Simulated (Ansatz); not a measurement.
## What moves the field gradients of BN?

Cell of run 1: a COD entry, taken as it stands.

```yaml
crystal:
  lattice:
    - [2.54000, 0.00000, 0.00000]
    - [-1.27000, 2.19970, 0.00000]
    - [0.00000, 0.00000, 6.59800]
  atoms:
    - { symbol: B, position: [0.33333, 0.66667, 0.25000] }
    - { symbol: B, position: [0.66667, 0.33333, 0.75000] }
    - { symbol: N, position: [0.33333, 0.66667, 0.75000] }
    - { symbol: N, position: [0.66667, 0.33333, 0.25000] }
```

Sites (sets of like atoms) are named by element and the number of their first atom in this list.

Relaxed positions (PBE, cell held):

```
CELL_PARAMETERS angstrom
2.54000 0.00000 0.00000
-1.27000 2.19970 0.00000
0.00000 0.00000 6.59800
ATOMIC_POSITIONS crystal
B 0.33333 0.66667 0.25000
B 0.66667 0.33333 0.75000
N 0.33333 0.66667 0.75000
N 0.66667 0.33333 0.25000
```

All runs are DFT with Ansatz 0.2.0 (plane waves and PAW, scalar-relativistic unless spin–orbit coupling is named, Γ-centred meshes, Fermi–Dirac smearing where given) in this cell.

Run 1: PBE, atoms as given; 420 eV, 13×13×5 k-points, smearing 0.02 eV.
Run 2: r2SCAN, at the relaxed atoms; 500 eV, 13×13×5 k-points, smearing 0.02 eV.
Run 3: LDA, at the relaxed atoms; 420 eV, 13×13×5 k-points, smearing 0.02 eV.
Run 4: PBEsol, at the relaxed atoms; 420 eV, 13×13×5 k-points, smearing 0.02 eV.

```json
{"run": "1", "B V_zz (η)": "2.74 (0.00)", "N V_zz (η)": "-0.78 (0.00)"}
{"run": "2", "B V_zz (η)": "2.87 (0.00)", "N V_zz (η)": "-0.86 (0.00)"}
{"run": "3", "B V_zz (η)": "2.77 (0.00)", "N V_zz (η)": "-0.37 (0.00)"}
{"run": "4", "B V_zz (η)": "?", "N V_zz (η)": "?"}
```

V_zz in 10²¹ V/m².

Problem. Estimate the row of run 4.

Solution. B: 2.72 (0.00); N: -0.55 (0.00). It lies nearest to run 3, from whose tensors on these sites it differs by 0.18 at most (largest principal value of the difference, on N).

The cell isn't the equilibrium one in runs 1, 2, 3, 4 (calculated pressure -6, -10, -14, -9 GPa, with larger principal stresses), and the entry's cell may itself be off.
